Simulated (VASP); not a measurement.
Si, 2 atoms in the cell. Symmetry: Fd-3m, No. 227, cubic system. The conventional cell has a = 5.431 Å, b = 5.431 Å, c = 5.431 Å, α = 90.00°, β = 90.00°, γ = 90.00°. Si (site symmetry -43m) has 4 Si at 2.35 Å as nearest neighbours. 

| Item | Value |
| --- | --- |
| Program | VASP 6.6.1 |
| Task | relaxation of cell and atoms |
| Functional | PBE |
| Potentials or basis | VASP PAW PBE potentials, release 64 (Si) |
| Cutoff | 600 eV |
| k mesh | 11 × 11 × 11 |
| Occupations | fermi-dirac, width 0.05 eV |
| Spin | no spin polarisation |
| Target pressure | 12 GPa |
| P gpa | 12 |
| Further INCAR settings | ALGO = Normal; EDIFF = 1e-06; IBRION = 2; EDIFFG = -0.005; NSW = 60; ISIF = 3 |
| Target pressure | 12 GPa |

Potentials or basis: VASP PAW PBE potentials, release 64 (Si).

Command:

```sh
$ cat potpaw_PBE.64/Si/POTCAR > POTCAR
$ mpirun -np 1 vasp_std > vasp.out
```

Hardware: 1 thread of Intel(R) Xeon(R) Platinum 8259CL CPU @ 2.50GHz (Skylake/Cascade Lake) (shared host).

Q: Estimate the wall time of this run.

A: It took 31 s on 1 thread of Intel(R) Xeon(R) Platinum 8259CL CPU @ 2.50GHz (Skylake/Cascade Lake) (shared host), peak memory 0.18 GiB. Counts: scf iterations 28, k points 56, ion steps 4.
